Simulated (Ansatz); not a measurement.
Ansatz input

```yaml
crystal:
  lattice:
    - [-1.7896438148, 1.7896438148, 1.7896438148]
    - [1.7896438148, -1.7896438148, 1.7896438148]
    - [1.7896438148, 1.7896438148, -1.7896438148]
  atoms:
    - { symbol: Mg, position: [0.0, 0.0, 0.0] }
hamiltonian:
  xc: hse06
  pseudopotentials:
    kind: paw
    azcp:
      Mg: "pseudopotentials/Mg.paw.azcp"
basis:
  ecutwfc: 420
  fft_grid_basis: typed
kpoints:
  mp_grid: { grid: [6, 6, 6], shift: [0, 0, 0] }
magnetization:
  spin_polarized: false
scf:
  occupations: { method: fermi_dirac, width: 0.1 }
```

Output

```
Engine: ansatz 0.2.0, aarch64-unknown-linux-gnu
Pseudopotentials: kind: paw
Pseudopotential: Mg, paw, valence charge 10, recommended cutoff 420 eV (normal) 
Functional definition: HSE06
  parameter a = 0.25
  parameter omega = 0.11/bohr
  exchange = pbe_x - a*pbe_x_sr(omega) + a*exact_x_sr(omega)
  correlation = pbe_c
Crystal: 1 atoms, lattice volume = 22.928 Å³
Basis set: ecut = 420 eV, 429 PW (Γ)
Bands: 9, of which v1, the nominal top of the filled ones, is band 5 counted from 1 (4 counted from 0)
Symmetry: 48 space group operations
Space group: Im-3m (ITA 229), of the structure as read, at distance tolerance 2.8e-5 Å
k-points: 16 of 216
Non-local potential: Mg, projectors of the file, l = 0: 3, l = 1: 2, l = 2: 1
PAW form: soft (Blöchl's): semilocal exchange-correlation on the pseudo side does not see the compensation charge
PAW frozen core: Mg, regenerated for the run's functional, and the local potential with it (the file was generated under x = pbe(κ = 0.804, μ = 0.2195149727645171), c = pbe(β = 0.06672455060314922))
PAW one-centre angular grid: Mg, 110 points (default); XC on 96 Gauss nodes
Initial density: superposition of atomic densities (neutral atoms: chi_scale 0, normalization atom), corrected by the library's trained network
Initial wavefunctions: pseudopotential atomic-orbital guess
Functional: x = pbe(κ = 0.804, μ = 0.2195149727645171), c = pbe(β = 0.06672455060314922), warm-up for x = pbe(κ = 0.804, μ = 0.2195149727645171) + 0.25 (exact − pbe) at short range (hse, ω = 0.20786987370883472 Å⁻¹), c = pbe(β = 0.06672455060314922); HSE06 as pw.x's `hse` composes it (authors' and Libxc's form: `xc: wpbeh`)
SCF iter   1: F=—  HF=-1923.787640 eV  |F-HF|=—  |Δ(HF+E_count)|=         —  Δρ=3.90e-4  dr2=2.57e-5  ethr=1.77e-3  ⟨swp⟩=9.2  Hψ=753  notcnv=0
SCF iter   2: F=—  HF=-1923.787683 eV  |F-HF|=—  |Δ(HF+E_count)|=   4.26e-5  Δρ=1.91e-4  dr2=5.59e-6  ethr=2.57e-7  ⟨swp⟩=3.6  Hψ=320  notcnv=0
iter 3 solved again at ethr=7.16e-11 eV; its pass at ethr=5.59e-8 eV (dr2=7.16e-9 eV) is discarded
SCF iter   3: F=—  HF=-1923.787687 eV  |F-HF|=—  |Δ(HF+E_count)|=   3.91e-6  Δρ=9.20e-6  dr2=6.29e-9  ethr=7.16e-11  ⟨swp⟩=4.0  Hψ=608  notcnv=0
eigensolver tolerance schedule: the retry pair's looser diagonalisation over-reported the residual by 0.14 of it (diagonalisation noise at 0.14 of the residual, at the tolerance the schedule requests for it); recorded, not acted on — ethr = c·dr2/N_el stays at c = 1.0e-1
SCF iter   4: F=-1923.787687 eV  HF=-1923.787687 eV  |F-HF|=1.16e-9  |Δ(HF+E_count)|=   8.55e-9  Δρ=1.96e-6  dr2=2.08e-10  ethr=6.29e-11  ⟨swp⟩=3.0  Hψ=310  notcnv=0
SCF 1 converged in 4 iterations: F = -1923.787687 eV  dr2 = 2.08e-10
Initial density: handed on by an earlier stage of this run
Initial wavefunctions: those handed on with the density
Functional: x = pbe(κ = 0.804, μ = 0.2195149727645171) + 0.25 (exact − pbe) at short range (hse, ω = 0.20786987370883472 Å⁻¹), c = pbe(β = 0.06672455060314922); HSE06 as pw.x's `hse` composes it (authors' and Libxc's form: `xc: wpbeh`)
Exchange kernel: α = 0.2500, screened, ω = 0.2079 Å⁻¹, Wigner–Seitz truncation, v(0) = 1042.2726 eV·Å³, q-mesh 6×6×6, nearest image of the exchange supercell L = 18.60 Å, pair-density grid 12×12×12, without the augmentation charges, whose exchange is taken in its separable form by FFT convolution over the k-point mesh (sized by the pseudopotential files, 18×18×18 at the most), smooth part of the exact exchange by density-matrix convolution
Frozen-core exchange: fock
iter 1 solved again at ethr=1.14e-5 eV; its pass at ethr=1.00e-1 eV (dr2=1.14e-3 eV) is discarded
SCF iter   1: F=—  HF=-1924.055487 eV  |F-HF|=—  |Δ(HF+E_count)|=         —  Δρ=3.96e-3  dr2=1.33e-3  ethr=1.14e-5  ⟨swp⟩=4.1  Hψ=713  notcnv=0
SCF iter   2: F=—  HF=-1924.053902 eV  |F-HF|=—  |Δ(HF+E_count)|=   1.59e-3  Δρ=1.06e-3  dr2=1.74e-4  ethr=1.14e-5  ⟨swp⟩=3.0  Hψ=291  notcnv=0
SCF iter   3: F=—  HF=-1924.054629 eV  |F-HF|=—  |Δ(HF+E_count)|=   7.27e-4  Δρ=3.97e-4  dr2=2.00e-5  ethr=1.01e-6  ⟨swp⟩=3.4  Hψ=270  notcnv=0
SCF iter   4: F=—  HF=-1924.054618 eV  |F-HF|=—  |Δ(HF+E_count)|=   1.06e-5  Δρ=7.84e-5  dr2=1.67e-6  ethr=1.75e-7  ⟨swp⟩=3.1  Hψ=286  notcnv=0  defer=1
SCF iter   5: F=-1924.054622 eV  HF=-1924.054622 eV  |F-HF|=4.75e-8  |Δ(HF+E_count)|=   4.39e-6  Δρ=1.62e-5  dr2=8.02e-8  ethr=1.21e-8  ⟨swp⟩=3.1  Hψ=319  notcnv=0  defer=1
SCF 2 converged in 5 iterations: F = -1924.054622 eV  dr2 = 8.02e-8
hybrid outer 1: dexx = +7.710e-4 eV, tail = 1.54e-5 eV
Exchange kernel: α = 0.2500, screened, ω = 0.2079 Å⁻¹, Wigner–Seitz truncation, v(0) = 1042.2726 eV·Å³, q-mesh 6×6×6, nearest image of the exchange supercell L = 18.60 Å, pair-density grid 12×12×12, without the augmentation charges, whose exchange is taken in its separable form by FFT convolution over the k-point mesh (sized by the pseudopotential files, 18×18×18 at the most), smooth part of the exact exchange by density-matrix convolution
Frozen-core exchange: fock
SCF iter   1: F=—  HF=-1924.054538 eV  |F-HF|=—  |Δ(HF+E_count)|=         —  Δρ=4.73e-5  dr2=4.03e-7  ethr=7.68e-7  ⟨swp⟩=3.3  Hψ=315  notcnv=0
iter 2 solved again at ethr=2.38e-11 eV; its pass at ethr=2.97e-9 eV (dr2=2.38e-9 eV) is discarded
SCF iter   2: F=-1924.054538 eV  HF=-1924.054538 eV  |F-HF|=2.22e-9  |Δ(HF+E_count)|=   2.59e-7  Δρ=5.44e-6  dr2=7.69e-9  ethr=2.38e-11  ⟨swp⟩=2.8  Hψ=620  notcnv=0  defer=12
SCF 3 converged in 2 iterations: F = -1924.054538 eV  dr2 = 7.69e-9
hybrid outer 2: dexx = +3.614e-8 eV, tail = 2.02e-8 eV, Δε = 2.62e-3 eV (about 2.13e-4 eV left of the loop's levels)
hybrid SCF converged: 2 outer / 7 inner (+4 warm-up), last move |dexx| = 3.61e-8 eV, tail = 2.02e-8 eV
Stability not checked: this state was not tested for a lower state beside it, because the functional holds exact exchange (a hybrid, or Hartree-Fock), whose exchange loop this test does not read (fock_operator; see scf.lower_state_search)
Free energy (F): -1924.054538 eV
Frozen-core exchange: fock
Harris-Foulkes:  -1924.054538 eV  (|F-HF|=2.22e-9)
Internal energy: -1924.044010 eV  (E = F + TS)
E sigma→0 (E₀):  -1924.049274 eV
Entropy (-TS):   -0.010528 eV (-10.528 meV/atom)
Fermi energy:    5.834342 eV
--- Per-component energies (eV) ---
  E_band       = -391.307162
  E_kinetic    = 74.814924
  E_local      = -1620.050078  (includes V_loc(G=0)·N_el)
  E_nonlocal   = 95.073372
  E_hartree    = 578.961460
  E_xc         = -23.392554
  E_vxc        = -29.761627  (∫ρ·V_xc dr)
  E_exx        = -50.908825  (= α·E_x^exact, valence–valence)
  E_paw        = -246.466907  (= ΣΔE_a)
  E_vpaw       = 32.510091  (= ΣTr[D̂ρ^β])
  E_aug_tail   = -0.000002  (compensation charges beyond the density's cutoff)
  E_ewald      = -732.040519
  E_core_change = -0.034881  (= ΣΔE_core)
  E_smearing   = -0.010528  (= −TS)
  E_closure    = -0.000000  (closes the sum)
  Σ components = -1924.054538   (vs F -1924.054538, Δ=2.27e-13)
--- Band table (eV; the first three rows and the last of 16) ---
  k-point 0: bands = ["-75.8822", "-40.7459", "-40.7459", "-40.7459", "-2.3720", "19.5563", "19.5563"]
  k-point 1: bands = ["-75.8813", "-40.7542", "-40.7487", "-40.7459", "-1.6194", "14.7743", "17.5224"]
  k-point 2: bands = ["-75.8796", "-40.7707", "-40.7542", "-40.7457", "0.6241", "9.1551", "15.6562"]
  k-point 15: bands = ["-75.8763", "-40.7697", "-40.7697", "-40.7697", "10.0083", "10.0083", "10.0083"]
  guard bands above this table: 2 of the run's 9 bands. The solve was not asked for them (output.publish_guard_bands: true or output.eigenvalues: true publishes all)
```

Launched by

```sh
ansatz run input.yaml --threads 4 --pin off --max-ram 8192MiB --backend cpu --events-out ev --progress --plain --runs-dir out
```

On 4 threads of Arm Neoverse V1 (shared host) this took about 1.6 s of wall time and 4.3 s of CPU time, with 0.46 GiB at the peak.
